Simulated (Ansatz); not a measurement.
Runs of Ansatz 0.2.0 on Si2Mo. The structure is tetragonal, space group I4/mmm (No. 139). Conventional cell: a = 3.200 Å, b = 3.200 Å, c = 7.861 Å, α = 90.00°, β = 90.00°, γ = 90.00°. Mo (site symmetry 4/mmm) has 10 Si at 2.62 Å as nearest neighbours. Around Si (site symmetry 4mm) lie 5 Si at 2.61 to 2.63 Å and 5 Mo at 2.62 Å. 

```csv
level,cutoff (eV),gap on the mesh (eV),pressure (GPa),relaxed volume (Å³/atom)
LDA,420,none,0.0,(b)
PBEsol,420,none,0.0,(a)
BLYP,420,none,0.0,14.25
RPBE,420,none,0.0,13.75
r2SCAN,500,none,0.0,13.36
revPBE,420,none,0.0,13.71
```

Alike in all rows: task relaxation of cell and atoms; potentials or basis Ansatz PAW; no spin polarisation; cell relaxed; k mesh 12 × 12 × 12; smearing fermi-dirac 0.05 eV.

Fill in the values left out.

(a) 13.27; (b) 13.06.

Caveats: the plane-wave basis is chosen anew once the cell has moved, so the energies of steps on either side of that aren't comparable; the PAW data sets come from PBE, with cores solved anew for the run's functional, which leaves a small shift of forces and pressure.

A k mesh can miss the band edges, and the runs leave out spin-orbit coupling on Mo.

A gap of «none» marks a metal or a gap under the smearing width.

Runs at the PBE level aren't shown here.
